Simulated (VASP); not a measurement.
Wanted: the native input for a VASP 6.6.1 run.

- Task: relaxation of cell and atoms
- Functional: PBE
- Potentials or basis: VASP PAW PBE potentials, release 64 (Ni)
- Cutoff: 520 eV
- k mesh: 20 × 20 × 20
- Occupations: gaussian, width 0.1 eV
- Spin: no spin polarisation
- Further INCAR settings: ALGO = Normal; EDIFF = 1e-07; IBRION = 2; EDIFFG = -0.002; NSW = 80; ISIF = 3

The structure of Ni lies in POSCAR:

```
Ni                                      
1.0
   -0.0000000000      1.7555863218      1.7555863218
    1.7555863218      0.0000000000      1.7555863218
    1.7555863218      1.7555863218     -0.0000000000
  Ni            
     1
Direct
     0.0000000000000000    0.0000000000000000    0.0000000000000000
```

One way to write it, as run:

INCAR

```
PREC     = Accurate       # precision mode
ENCUT    = 520            # plane-wave cutoff, eV
EDIFF    = 1E-7           # SCF threshold, eV
ISMEAR   = 0              # smearing method
SIGMA    = 0.1            # smearing width, eV
LREAL    = False          # projectors in reciprocal space
LASPH    = True           # aspherical terms in the spheres
NELM     = 60             # most SCF steps
ALGO     = Normal         # electronic algorithm
ISIF     = 3              # what is computed and relaxed
LWAVE    = False          # write WAVECAR
LCHARG   = False          # write CHGCAR
GGA      = PE             # functional
IBRION   = 2              # ionic algorithm
NSW      = 80             # ionic steps
EDIFFG   = -0.002         # ionic threshold
```

KPOINTS

```
Automatic mesh
0
Gamma
  20 20 20
```

Potentials or basis: VASP PAW PBE potentials, release 64 (Ni).

Command:

```sh
$ cat potpaw_PBE.64/Ni/POTCAR > POTCAR
$ mpirun -np 1 vasp_std > vasp.out
```

Results of the run:

```
Relaxed volume                         : 10.82 Å³/atom
Relaxed cell                           : a = 2.483 Å, b = 2.483 Å, c = 2.483 Å, α = 60.00°, β = 60.00°, γ = 60.00°
Space group after relaxing (to 0.05 Å) : Fm-3m (No. 225)
Energy gained by relaxing              : 0.0 meV/atom
Ionic steps                            : 3
Pressure after relaxing                : 0.0 GPa
Band gap on the k mesh                 : none (metal or under the smearing width)
```

Caveat: the run has no spin polarisation, though such a crystal can be magnetic.

It took 26 s on 1 thread of Intel(R) Xeon(R) Platinum 8488C (Sapphire Rapids), with other jobs on the host, peak memory 0.14 GiB.
